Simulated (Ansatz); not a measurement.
**KBr: band gap under strain**

Aim: follow the gap of the known phase of KBr with 2 atoms a cell through these states: +4.6 % biaxial strain in x and y, z held; +5.7 % strain along x alone. The table at the end shows which levels were run.

The runs shown are made with Ansatz 0.2.0. PAW datasets, plane waves. The values are computed, spin-unpolarised, and not measurements.

### 1 The structure to begin with

The unstrained cell was relaxed with r2SCAN; in each strained cell the atoms were relaxed again with r2SCAN. Names of k-points are those of the unstrained zone, where strain can split equivalent points. First state: +4.6 % biaxial strain in x and y, z held.

Space group I4/mmm (No. 139), tetragonal; a = 4.885 Å, c = 6.605 Å in the conventional setting, 39.40 Å³ an atom. K has 6 Br at 3.30–3.45 Å; Br has 6 K at 3.30–3.45 Å.

Coordinates:

Space group I4/mmm (No. 139). a = 4.885 Å, b = 4.885 Å, c = 6.605 Å, α = 90.00°, β = 90.00°, γ = 90.00°
| atom | site | symmetry | x | y | z |
| --- | --- | --- | --- | --- | --- |
| K | 2a | 4/mmm | 0.0000 | 0.0000 | 0.0000 |
| Br | 2b | 4/mmm | 0.0000 | 0.0000 | 0.5000 |

From earlier runs on the unstrained cell: PBE 4.43 eV, r2SCAN 5.07 eV, HSE06 5.60 eV, G0W0 6.99 eV (on its mesh); a = 6.605 Å.

### 2 +4.6 % biaxial strain in x and y, z held: PBE

Contents of input.yaml:

```yaml
crystal:
  lattice:
    - [0.0, 3.4540206374, 3.302438701]
    - [3.4540206374, 0.0, 3.302438701]
    - [3.4540206374, 3.4540206374, 0.0]
  atoms:
    - { symbol: K, position: [0.0, 0.0, 0.0] }
    - { symbol: Br, position: [0.5, 0.5, 0.5] }
kpoints:
  mp_grid: { grid: [6, 6, 6] }
  band_path:
    path:
      - [0.0, 0.0, 0.0]
      - [0.5, 0.0, 0.5]
      - [0.625, 0.25, 0.625]
      - [0.375, 0.375, 0.75]
      - [0.5, 0.5, 0.5]
      - [0.5, 0.25, 0.75]
    npoints: 1
hamiltonian:
  xc: pbe
scf:
  occupations: { method: fermi_dirac, width: 0.02 }
  n_extra_bands: 4
output:
  forces: true
  stress: true
  eigenvalues: true
```

Run with:

```console
> ansatz run input.yaml --threads 4 --pin off --max-ram 4608MiB --backend cpu --events-out ev --progress --plain --runs-dir out
```

The runs that follow: +4.6 % biaxial strain in x and y, z held: r2SCAN; +4.6 % biaxial strain in x and y, z held: HSE06; +4.6 % biaxial strain in x and y, z held: G0W0@PBE; +5.7 % strain along x alone: PBE; +5.7 % strain along x alone: r2SCAN; +5.7 % strain along x alone: HSE06; +5.7 % strain along x alone: G0W0@PBE.

What does the calculation give?

**Answer**, as computed:

Least gap in eV (negative: overlap), with the change from the unstrained cell in brackets. G0W0 is on its own coarse mesh.

```
                                   state  volume change (%)           PBE        r2SCAN         HSE06          G0W0
+4.6 % biaxial strain in x and y, z held               +9.4  4.20 (-0.23)  4.82 (-0.25)  5.34 (-0.26)  6.79 (-0.20)
             +5.7 % strain along x alone               +5.7  4.28 (-0.15)  4.91 (-0.16)  5.43 (-0.17)  6.86 (-0.13)
```

What this shows: With HSE06, of the states in the table +4.6 % biaxial strain in x and y, z held shifts the gap most, by -0.252 eV. PBE and HSE06 differ by 1.17 eV on the unstrained gap, and by at most 0.02 eV on its change: the two disagree on the size of the gap but agree on its response to strain. G0W0 values are finite-basis, finite-mesh values.
